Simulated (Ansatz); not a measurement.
Theory: DFT PBE, scalar-relativistic, plane waves, PAW (Ansatz). Several structures of Cs3Cl2 were relaxed, and the powder pattern of one of them was computed from 10° to 70° in 2θ (λ = 1.5406 Å; lines under 1 % are left out).

Cu Kα1 powder pattern (kinematic, no thermal factors).
```tsv
2θ (°)	relative intensity
13.03	30
18.47	4
22.67	100
26.24	74
29.40	17
32.28	3
37.44	56
39.81	9
42.06	1
44.22	50
46.30	20
48.30	4
50.25	2
53.99	9
55.80	6
59.29	21
60.99	26
62.67	4
67.55	19
69.14	2
```

Question: Which structure gives it?
A.

```cif
data_structure
_symmetry_space_group_name_H-M 'Pm-3m'
_symmetry_Int_Tables_number 221
_cell_length_a 6.7880
_cell_length_b 6.7880
_cell_length_c 6.7880
_cell_angle_alpha 90.000
_cell_angle_beta 90.000
_cell_angle_gamma 90.000
_cell_volume 312.77
loop_
_atom_site_label
_atom_site_type_symbol
_atom_site_symmetry_multiplicity
_atom_site_Wyckoff_symbol
_atom_site_fract_x
_atom_site_fract_y
_atom_site_fract_z
_atom_site_occupancy
Cs1 Cs 3 c 0.00000 0.50000 0.50000 1
Cl1 Cl 1 a 0.00000 0.00000 0.00000 1
Cl2 Cl 1 b 0.50000 0.50000 0.50000 1
```

B.

```cif
data_structure
_symmetry_space_group_name_H-M 'P-3m1'
_symmetry_Int_Tables_number 164
_cell_length_a 6.1546
_cell_length_b 6.1546
_cell_length_c 7.1805
_cell_angle_alpha 90.000
_cell_angle_beta 90.000
_cell_angle_gamma 120.000
_cell_volume 235.55
loop_
_atom_site_label
_atom_site_type_symbol
_atom_site_symmetry_multiplicity
_atom_site_Wyckoff_symbol
_atom_site_fract_x
_atom_site_fract_y
_atom_site_fract_z
_atom_site_occupancy
Cs1 Cs 1 a 0.00000 0.00000 0.00000 1
Cs2 Cs 2 d 0.33333 0.66667 0.67617 1
Cl1 Cl 2 d 0.33333 0.66667 0.16998 1
```

C.

```cif
data_structure
_symmetry_space_group_name_H-M 'P-62m'
_symmetry_Int_Tables_number 189
_cell_length_a 8.7218
_cell_length_b 8.7218
_cell_length_c 4.4901
_cell_angle_alpha 90.000
_cell_angle_beta 90.000
_cell_angle_gamma 120.000
_cell_volume 295.80
loop_
_atom_site_label
_atom_site_type_symbol
_atom_site_symmetry_multiplicity
_atom_site_Wyckoff_symbol
_atom_site_fract_x
_atom_site_fract_y
_atom_site_fract_z
_atom_site_occupancy
Cs1 Cs 3 g 0.37657 0.37657 0.50000 1
Cl1 Cl 2 c 0.33333 0.66667 0.00000 1
```

Answer: A. Its strongest line, at 2θ = 22.67°, has d = λ/(2 sin θ) = 3.919 Å and is the (1 1 1) reflection of the conventional Pm-3m cell with a = 6.788 Å. The others have their strongest lines at 20.7° (B); 28.5° (C).

The cells needn't be stable.
